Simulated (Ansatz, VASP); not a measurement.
# Two plane-wave programs on Be2C

Contents of INCAR:

```
SYSTEM = Be2C
  PREC = Accurate
  ENCUT = 520
  EDIFF = 1E-7
  ISMEAR = 0
  SIGMA = 0.1
  LREAL = .FALSE.
  LASPH = .TRUE.
  NELM = 100
  ALGO = Normal
  ISIF = 2
  LWAVE = .FALSE.
  LCHARG = .FALSE.
  GGA = PS
  NBANDS = 11
```

Contents of KPOINTS:

```
regular mesh
0
G
  8 8 8
  0 0 0
```

Contents of POSCAR:

```
Be2C
1.0
    0.0000000000      2.1650000000      2.1650000000
    2.1650000000      0.0000000000      2.1650000000
    2.1650000000      2.1650000000      0.0000000000
Be C
2 1
Direct
    0.2500000000      0.2500000000      0.2500000000
    0.7500000000      0.7500000000      0.7500000000
    0.0000000000      0.0000000000      0.0000000000
```

Input for Ansatz:

```yaml
crystal:
  lattice:
    - [0.0, 2.165, 2.165]
    - [2.165, 0.0, 2.165]
    - [2.165, 2.165, 0.0]
  atoms:
    - { symbol: Be, position: [0.25, 0.25, 0.25] }
    - { symbol: Be, position: [0.75, 0.75, 0.75] }
    - { symbol: C, position: [0.0, 0.0, 0.0] }
basis:
  ecutwfc: 420
kpoints:
  mp_grid: { grid: [8, 8, 8] }
hamiltonian:
  xc: pbesol
scf:
  occupations: { method: gaussian, width: 0.1 }
output:
  forces: true
  stress: true
  eigenvalues: true
```

Alike in both runs: task single point; functional PBEsol; k mesh 8 × 8 × 8; occupations gaussian, width 0.1 eV; no spin polarisation.

```csv
,VASP,Ansatz
version,VASP 6.6.1,Ansatz 0.2.0
potentials or method,"VASP PAW PBE potentials, release 64 (Be, C)","scalar-relativistic, plane waves, PAW"
plane-wave cutoff (eV),520,420
valence electrons in the cell,8,8
```

|  | VASP | Ansatz | Ansatz less VASP |
| --- | --- | --- | --- |
| gap on the k mesh at the Fermi level (eV) | 1.06 | 1.07 | +0.013 |
| least direct gap on the mesh (eV) | 4.08 | 4.09 | +0.009 |
| pressure (GPa) | -2.0 | -2.7 | -0.69 |

With one functional, cell and mesh, what is left measures potentials, basis and numerics.

Caveats: the PAW data sets were made with another functional, which shifts forces and pressure a little (VASP). PBEsol gaps usually lie below the measured ones, often by a third to a half. A k mesh can miss the band edges.
